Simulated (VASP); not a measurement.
# SnSe2 (P-3m1) in VASP: a series of runs

Aim: see how the results for SnSe2 move with the level of theory and the settings. Levels: PBE+D3(BJ), PBE. Tasks: equation of state, dielectric tensor.

Program: VASP 6.6.1. These are calculated values, not measurements. Logs are shortened: lines on timing, memory, paths and dates and some standing lists are left out, and cuts for length are marked.

### 1 The crystal as given

It takes space group P-3m1 (No. 164, trigonal). The conventional cell has a = 3.839 Å, b = 3.839 Å, c = 6.010 Å, α = 90.00°, β = 90.00°, γ = 120.00°. Around Sn (site symmetry -3m) lie 6 Se at 2.73 Å. Se (site symmetry 3m) is surrounded by 3 Sn at 2.73 Å.

### 2 Equation of state, PBE+D3(BJ), 24.55 Å³/atom (a relaxed cell with its volume scaled by 0.96)

File INCAR:

```
ALGO     = Fast           # electronic algorithm
EDIFF    = 1E-6           # SCF threshold, eV
ENCUT    = 520            # plane-wave cutoff, eV
GGA      = PE             # functional
ISIF     = 2              # what is computed and relaxed
ISMEAR   = 0              # smearing method
IVDW     = 12             # dispersion correction
LASPH    = T              # aspherical terms in the spheres
LCHARG   = F              # write CHGCAR
LREAL    = F              # projectors in reciprocal space
LWAVE    = F              # write WAVECAR
NELM     = 80             # most SCF steps
PREC     = Accurate       # precision mode
SIGMA    = 0.02           # smearing width, eV
```

File KPOINTS:

```
k-points
0
Gamma
  8 8 4
```

File POSCAR:

```
SnSe2                                   
1.0
    3.7874051288      0.0000000000     -0.0000000000
   -1.8937025644      3.2799890560     -0.0000000000
    0.0000000000     -0.0000000000      5.9291043513
  Sn              Se            
     1     2
Direct
     0.0000000000000000    0.0000000000000000    0.0000000000000000
     0.6666666667000030    0.3333333332999970    0.7342849447908689
     0.3333333332999970    0.6666666667000030    0.2657150552091311
```

Potentials or basis: VASP PAW PBE potentials, release 64 (Sn_d, Se).

Started as:

```console
cat potpaw_PBE.64/Sn_d/POTCAR potpaw_PBE.64/Se/POTCAR > POTCAR
mpirun -np 1 vasp_std > vasp.out
```

OUTCAR:

```text
EDIFF = 1E-6
   ENCUT = 520
   GGA = PE
   ISIF = 2
   ISMEAR = 0
   IVDW = 12
   LASPH = T
   LREAL = F
   NELM = 80
   PREC = Accurate
 IVDW          = 12

 ion  position               nearest neighbor table
   1  0.000  0.000  0.000-   2 2.70   3 2.70   2 2.70   3 2.70   2 2.70   3 2.70
   2  0.667  0.333  0.734-   1 2.70   1 2.70   1 2.70
   3  0.333  0.667  0.266-   1 2.70   1 2.70   1 2.70

  LATTYP: Found a hexagonal cell.
 ALAT       =     3.7874051288
 C/A-ratio  =     1.5654793057

  Lattice vectors:

 A1 = (   3.7874051288,   0.0000000000,   0.0000000000)
 A2 = (  -1.8937025644,   3.2799890560,   0.0000000000)
 A3 = (   0.0000000000,   0.0000000000,   5.9291043513)

Analysis of symmetry for initial positions (statically):
=====================================================================
 Subroutine PRICEL returns:
 Original cell was already a primitive cell.

 Routine SETGRP: Setting up the symmetry group for a
 hexagonal supercell.

 Subroutine GETGRP returns: Found 12 space group operations
 (whereof 12 operations were pure point group operations)
 out of a pool of 24 trial point group operations.

The static configuration has the point symmetry D_3d.

Analysis of symmetry for dynamics (positions and initial velocities):
=====================================================================
 Subroutine PRICEL returns:
 Original cell was already a primitive cell.

 Routine SETGRP: Setting up the symmetry group for a
 hexagonal supercell.

 Subroutine GETGRP returns: Found 12 space group operations
 (whereof 12 operations were pure point group operations)
 out of a pool of 24 trial point group operations.

The dynamic configuration has the point symmetry D_3d.

 Subroutine INISYM returns: Found 12 space group operations
 (whereof 12 operations are pure point group operations),
 and found     1 'primitive' translations

----------------------------------------------------------------------------------------

                                     Primitive cell

  volume of cell :      73.6552

  direct lattice vectors                    reciprocal lattice vectors
     3.787405129  0.000000000  0.000000000     0.264033016  0.152439533  0.000000000
    -1.893702564  3.279989056  0.000000000     0.000000000  0.304879066  0.000000000
     0.000000000  0.000000000  5.929104351     0.000000000  0.000000000  0.168659538

  length of vectors
     3.787405129  3.787405129  5.929104351     0.304879066  0.304879066  0.168659538

  position of ions in fractional coordinates (direct lattice)
     0.000000000  0.000000000  0.000000000
     0.666666667  0.333333333  0.734284945
     0.333333333  0.666666667  0.265715055

  ion indices of the primitive-cell ions
   primitive index   ion index
                 1           1
                 2           2
                 3           3

----------------------------------------------------------------------------------------

 KPOINTS: k-points

Automatic generation of k-mesh.
 Grid dimensions read from file:
 generate k-points for:    8    8    4

 Generating k-lattice:

  Cartesian coordinates                     Fractional coordinates (reciprocal lattice)
     0.033004127  0.019054942  0.000000000     0.125000000  0.000000000  0.000000000
     0.000000000  0.038109883  0.000000000     0.000000000  0.125000000  0.000000000
     0.000000000  0.000000000  0.042164884     0.000000000  0.000000000  0.250000000

  Length of vectors
     0.038109883  0.038109883  0.042164884

  Shift w.r.t. Gamma in fractional coordinates (k-lattice)
     0.000000000  0.000000000  0.000000000

 Subroutine IBZKPT returns following result:
 ===========================================

 Found     35 irreducible k-points:

 Following reciprocal coordinates:
            Coordinates               Weight
  0.000000  0.000000  0.000000      1.000000
  0.125000 -0.000000  0.000000      6.000000
  0.250000 -0.000000  0.000000      6.000000
  0.375000 -0.000000  0.000000      6.000000
  0.500000 -0.000000  0.000000      3.000000
  0.125000  0.125000  0.000000      6.000000
[... 16 lines left out ...]
 -0.125000  0.500000  0.250000     12.000000
  0.250000  0.250000  0.250000     12.000000
 [... further k-points ...]
   k-points           NKPTS =     35   k-points in BZ     NKDIM =     35   number of bands    NBANDS=     17
   number of dos      NEDOS =    301   number of ions     NIONS =      3
   total plane-waves  NPLWV =  37632
   dimension x,y,z NGX =    28 NGY =   28 NGZ =   48
   dimension x,y,z NGXF=    56 NGYF=   56 NGZF=   96
   ions per type =               1   2
   NGX,Y,Z   is equivalent  to a cutoff of  12.29, 12.29, 13.46 a.u.
   NGXF,Y,Z  is equivalent  to a cutoff of  24.58, 24.58, 26.92 a.u.
 SYSTEM =  unknown system
   PREC   = accura    normal or accurate (medium, high low for compatibility)
   ISTART =      0    job   : 0-new  1-cont  2-samecut
   ICHARG =      2    charge: 1-file 2-atom 10-const
   ISPIN  =      1    spin polarized calculation?
   LNONCOLLINEAR =      F non collinear calculations
   LSORBIT =      F    spin-orbit coupling
   LASPH  =      T    aspherical Exc in radial PAW
   ENCUT  =  520.0 eV  38.22 Ry    6.18 a.u.   7.04  7.04 11.02*2*pi/ulx,y,z
   NELM   =     80;   NELMIN=  2; NELMDL= -5     # of ELM steps
   EDIFF  = 0.1E-05   stopping-criterion for ELM
   LREAL  =      F    real-space projection
   EDIFFG = 0.1E-04   stopping-criterion for IOM
   NSW    =      0    number of steps for IOM
   IBRION =     -1    ionic relax: 0-MD 1-quasi-New 2-CG
   NFREE  =      0    steps in history (QN), initial steepest desc. (CG)
   ISIF   =      2    stress and relaxation
   ISYM   =      2    0-nonsym 1-usesym 2-fastsym
   POTIM  = 0.5000    time-step for ionic-motion
   TEBEG  =    0.0;   TEEND  =   0.0 temperature during run
   PSTRESS=    0.0 pullay stress
   NELECT =      26.0000    total number of electrons
   NUPDOWN=      -1.0000    fix difference up-down
   EMIN   =  10.00;   EMAX   =-10.00  energy-range for DOS
   EFERMI =   0.00;   METHOD = LEGACY
   ISMEAR =     0;   SIGMA  =   0.02  broadening in eV -4-tet -1-fermi 0-gaus
   EFERMI_NEDOS =   21; number of points for ismear=-14 and -15
   IALGO  =     68    algorithm
   IMIX   =      4    mixing-type and parameters
     AMIX     =   0.40;   BMIX     =  1.00
     AMIX_MAG =   1.60;   BMIX_MAG =  1.00
  volume/ion in A,a.u.               =      24.55       165.68
  Fermi-wavevector in a.u.,A,eV,Ry     =   1.156995  2.186404 18.213272  1.338638
  Thomas-Fermi vector in A             =   2.293610
   LORBIT       =      0    0 simple, 1 ext, 2 COOP (PROOUT), +10 PAW based schemes
   GGA     = PE    functional components
   LHFCALC =     F    Hartree Fock is set to
   AEXX    =    0.0000 exact exchange contribution
   IVDW    =    12    specifies the selected vdW correction
   LEPSILON=     F    determine dielectric tensor
   LRPA    =     F    only Hartree local field effects (RPA)
 non-spin polarized calculation
 RMM-DIIS sequential band-by-band and
 Gauss-broadening in eV      SIGMA  =   0.02
  energy-cutoff  :      520.00
  volume of cell :       73.66
 maximum number of plane-waves:      2004
   NGX = 15   NGY = 15   NGZ = 23

 number of electron      25.9999991 magnetization

 Free energy of the ion-electron system (eV)
  ---------------------------------------------------
  ext. energy  EPLUGINS =         0.00000000
  ---------------------------------------------------
  free energy    TOTEN  =       -11.73041450 eV

  energy without entropy =      -11.73041450  energy(sigma->0) =      -11.73041450

 E-fermi :   4.9957     XC(G=0):  -9.7526

 val. band max:        4.8706246361   @ k =   0.1250  -0.0000   0.0000
 cond. band min:       5.4806427451   @ k =   0.5000  -0.0000   0.2500
 fundamental gap:      0.6100181090
 Fermi energy:         4.9956900517

 k-point     1 :       0.0000    0.0000    0.0000
  band No.  band energies     occupation
      1     -16.5697      2.00000
      2     -16.5697      2.00000
      3     -16.5293      2.00000
      4     -16.5158      2.00000
      5     -16.5158      2.00000
      6      -9.3532      2.00000
[... 9 lines left out ...]
     16       9.4527      0.00000
     17       9.4527      0.00000

 k-point     2 :       0.1250   -0.0000    0.0000
  band No.  band energies     occupation
      1     -16.5769      2.00000
      2     -16.5637      2.00000
      3     -16.5251      2.00000
      4     -16.5196      2.00000
      5     -16.5151      2.00000
      6      -9.1953      2.00000
[... 9 lines left out ...]
     16       9.1551      0.00000
     17       9.6848      0.00000

 k-point     3 :       0.2500   -0.0000    0.0000
  band No.  band energies     occupation
      1     -16.5967      2.00000
      2     -16.5524      2.00000
      3     -16.5304      2.00000
      4     -16.5105      2.00000
      5     -16.5100      2.00000
      6      -8.7456      2.00000
[... 9 lines left out ...]
     16       9.9608      0.00000
     17      10.3268      0.00000

 k-point     4 :       0.3750   -0.0000    0.0000
  band No.  band energies     occupation
      1     -16.6182      2.00000
      2     -16.5470      2.00000
      3     -16.5382      2.00000
      4     -16.4989      2.00000
      5     -16.4971      2.00000
      6      -8.1101      2.00000
[... 9 lines left out ...]
     16       9.9122      0.00000
     17      10.0769      0.00000
[... 343 lines left out ...]
      1     -16.6180      2.00000
      2     -16.5540      2.00000
      3     -16.5359      2.00000
      4     -16.5001      2.00000
      5     -16.4918      2.00000
      6      -7.6506      2.00000
[... 9 lines left out ...]
     16      10.0466      0.00000
     17      10.2689      0.00000

 k-point    23 :      -0.1250    0.5000    0.2500
  band No.  band energies     occupation
      1     -16.6180      2.00000
      2     -16.5540      2.00000
      3     -16.5360      2.00000
      4     -16.5001      2.00000
      5     -16.4918      2.00000
      6      -7.6544      2.00000
[... 9 lines left out ...]
     16      10.1645      0.00000
     17      10.9093      0.00000

 k-point    24 :       0.2500    0.2500    0.2500
  band No.  band energies     occupation
      1     -16.6045      2.00000
      2     -16.5657      2.00000
      3     -16.5266      2.00000
      4     -16.5116      2.00000
      5     -16.4918      2.00000
      6      -7.6929      2.00000
[... 9 lines left out ...]
     16      10.4853      0.00000
     17      11.6413      0.00000

 [... further k-points ...]

------------------------ aborting loop because EDIFF is reached ----------------------------------------

 Edisp (eV)   -1.13896

 E8    (eV) :    -0.4984

  FORCE on cell =-STRESS in cart. coord.  units (eV):
  Direction    XX          YY          ZZ          XY          YZ          ZX
  --------------------------------------------------------------------------------------
  -------------------------------------------------------------------------------------
  Total       1.37753     1.37753     1.33665     0.00000     0.00000     0.00000
  in kB      29.96465    29.96465    29.07545     0.00000     0.00000     0.00000
  external pressure =       29.67 kB  Pullay stress =        0.00 kB

 VOLUME and BASIS-vectors are now :
 -----------------------------------------------------------------------------
  energy-cutoff  :      520.00
  volume of cell :       73.66
      direct lattice vectors                 reciprocal lattice vectors
     3.787405129  0.000000000  0.000000000     0.264033016  0.152439533  0.000000000
    -1.893702564  3.279989056  0.000000000     0.000000000  0.304879066  0.000000000
     0.000000000  0.000000000  5.929104351     0.000000000  0.000000000  0.168659538

 POSITION                                       TOTAL-FORCE (eV/Angst)
 -----------------------------------------------------------------------------------
      0.00000      0.00000      0.00000         0.000000      0.000000      0.000000
      1.89370      1.09333      4.35365         0.000000     -0.000000     -0.322280
     -0.00000      2.18666      1.57545        -0.000000      0.000000      0.322280
 -----------------------------------------------------------------------------------
    total drift:                               -0.000000     -0.000000      0.000000

  FREE ENERGIE OF THE ION-ELECTRON SYSTEM (eV)
  ---------------------------------------------------
  free  energy   TOTEN  =       -12.8693744436 eV

  energy  without entropy=      -12.8693744436  energy(sigma->0) =      -12.86937444
```

Run time: 42 s. Hardware: 1 thread of Intel Xeon Platinum 8259CL at 2.50GHz (Skylake/Cascade Lake), shared host; peak memory 0.21 GiB.

Results:

| Property | Result |
| --- | --- |
| Free energy | -12.8694 eV |
| Pressure | 3.0 GPa |
| Largest force | 0.322 eV/Å |
| Band gap on the k mesh | 0.61 eV, indirect (least direct gap 0.98 eV) |
| Dispersion energy per atom | -0.380 eV |

Caveat: spin-orbit coupling is left out, which moves the levels of the heavy elements.

### 3 Equation of state, PBE+D3(BJ), 25.06 Å³/atom (a relaxed cell with its volume scaled by 0.98)

INCAR is that of step 2.

KPOINTS is that of step 2.

File POSCAR:

```
SnSe2                                   
1.0
    3.8135259896      0.0000000000     -0.0000000000
   -1.9067629948      3.3026103850     -0.0000000000
    0.0000000000     -0.0000000000      5.9699960183
  Sn              Se            
     1     2
Direct
     0.0000000000000000    0.0000000000000000    0.0000000000000000
     0.6666666667000030    0.3333333332999970    0.7342849447908689
     0.3333333332999970    0.6666666667000030    0.2657150552091311
```

Potentials or basis: VASP PAW PBE potentials, release 64 (Sn_d, Se).

Started as:

```console
cat potpaw_PBE.64/Sn_d/POTCAR potpaw_PBE.64/Se/POTCAR > POTCAR
mpirun -np 1 vasp_std > vasp.out
```

It took 43 s on 1 thread of Intel Xeon Platinum 8259CL at 2.50GHz (Skylake/Cascade Lake), shared host; peak memory 0.22 GiB.

The run converged. Its results:

| Item | Value |
| --- | --- |
| Free energy | -12.8903 eV |
| Pressure | 1.4 GPa |
| Largest force | 0.146 eV/Å |
| Band gap on the k mesh | 0.59 eV, indirect (least direct gap 0.89 eV) |
| Dispersion energy per atom | -0.372 eV |

Caveat: spin-orbit coupling is left out, which moves the levels of the heavy elements.

### 4 Equation of state, PBE+D3(BJ), 25.57 Å³/atom

INCAR is that of step 3.

KPOINTS is that of step 3.

File POSCAR:

```
SnSe2                                   
1.0
    3.8392938388      0.0000000000     -0.0000000000
   -1.9196469194      3.3249259969     -0.0000000000
    0.0000000000     -0.0000000000      6.0103350529
  Sn              Se            
     1     2
Direct
     0.0000000000000000    0.0000000000000000    0.0000000000000000
     0.6666666667000030    0.3333333332999970    0.7342849447908689
     0.3333333332999970    0.6666666667000030    0.2657150552091311
```

Started as:

```console
cat potpaw_PBE.64/Sn_d/POTCAR potpaw_PBE.64/Se/POTCAR > POTCAR
mpirun -np 1 vasp_std > vasp.out
```

It took 53 s on 1 thread of Intel Xeon Platinum 8259CL at 2.50GHz (Skylake/Cascade Lake), shared host; peak memory 0.23 GiB.

Results (log left out):

```yaml
Free_energy: -12.8969 eV
Pressure: 0.0 GPa
Largest_force: 0.015 eV/Å
Band_gap_on_the_k_mesh: 0.57 eV, indirect (least direct gap 0.82 eV)
Dispersion_energy_per_atom: -0.364 eV
```

Caveat: spin-orbit coupling is left out, which moves the levels of the heavy elements.

### 5 Equation of state, PBE+D3(BJ), 26.09 Å³/atom (a relaxed cell with its volume scaled by 1.02)

INCAR is that of step 4.

KPOINTS is that of step 4.

File POSCAR:

```
SnSe2                                   
1.0
    3.8647203668      0.0000000000     -0.0000000000
   -1.9323601834      3.3469460161     -0.0000000000
    0.0000000000     -0.0000000000      6.0501397563
  Sn              Se            
     1     2
Direct
     0.0000000000000000    0.0000000000000000    0.0000000000000000
     0.6666666667000030    0.3333333332999970    0.7342849447908689
     0.3333333332999970    0.6666666667000030    0.2657150552091311
```

Started as:

```console
cat potpaw_PBE.64/Sn_d/POTCAR potpaw_PBE.64/Se/POTCAR > POTCAR
mpirun -np 1 vasp_std > vasp.out
```

It took 51 s on 1 thread of Intel Xeon Platinum 8259CL at 2.50GHz (Skylake/Cascade Lake), shared host; peak memory 0.23 GiB.

It converged, with:

```yaml
Free_energy: -12.8906 eV
Pressure: -1.3 GPa
Largest_force: 0.164 eV/Å
Band_gap_on_the_k_mesh: 0.55 eV, indirect (least direct gap 0.75 eV)
Dispersion_energy_per_atom: -0.357 eV
```

Caveat: spin-orbit coupling is left out, which moves the levels of the heavy elements.

### 6 Equation of state, PBE+D3(BJ), 26.60 Å³/atom (a relaxed cell with its volume scaled by 1.04)

INCAR is that of step 5.

KPOINTS is that of step 5.

File POSCAR:

```
SnSe2                                   
1.0
    3.8898166568      0.0000000000     -0.0000000000
   -1.9449083284      3.3686800408     -0.0000000000
    0.0000000000     -0.0000000000      6.0894274789
  Sn              Se            
     1     2
Direct
     0.0000000000000000    0.0000000000000000    0.0000000000000000
     0.6666666667000030    0.3333333332999970    0.7342849447908689
     0.3333333332999970    0.6666666667000030    0.2657150552091311
```

Potentials or basis: VASP PAW PBE potentials, release 64 (Sn_d, Se).

Started as:

```console
cat potpaw_PBE.64/Sn_d/POTCAR potpaw_PBE.64/Se/POTCAR > POTCAR
mpirun -np 1 vasp_std > vasp.out
```

It took 48 s on 1 thread of Intel Xeon Platinum 8259CL at 2.50GHz (Skylake/Cascade Lake), shared host; peak memory 0.23 GiB.

It converged, with:

| Property | Result |
| --- | --- |
| Free energy | -12.8729 eV |
| Pressure | -2.4 GPa |
| Largest force | 0.299 eV/Å |
| Band gap on the k mesh | 0.53 eV, indirect (least direct gap 0.68 eV) |
| Dispersion energy per atom | -0.349 eV |

Caveat: spin-orbit coupling is left out, which moves the levels of the heavy elements.

### 7 Equation of state, PBE+D3(BJ)

Potentials or basis: VASP PAW PBE potentials, release 64 (Sn_d, Se).

This step only gathers the single runs of the series.

What came out:

| Item | Value |
| --- | --- |
| Equilibrium volume | 25.57 Å³/atom |
| Bulk modulus at fixed shape and positions | 67 GPa |
| Pressure derivative of the bulk modulus | 4.9 (rough: it moves with the points fitted) |

Energy against volume, from the lowest point:
```tsv
volume (Å³/atom)	energy (meV/atom)
24.552	9.17
25.063	2.18
25.575	0.00
26.086	2.10
26.598	8.01
```

Caveat: the cell was scaled at fixed shape and fractional positions, which overstates the stiffness of a crystal with free parameters, most of all of layers and chains.

(Continued in part 2 of 2.)
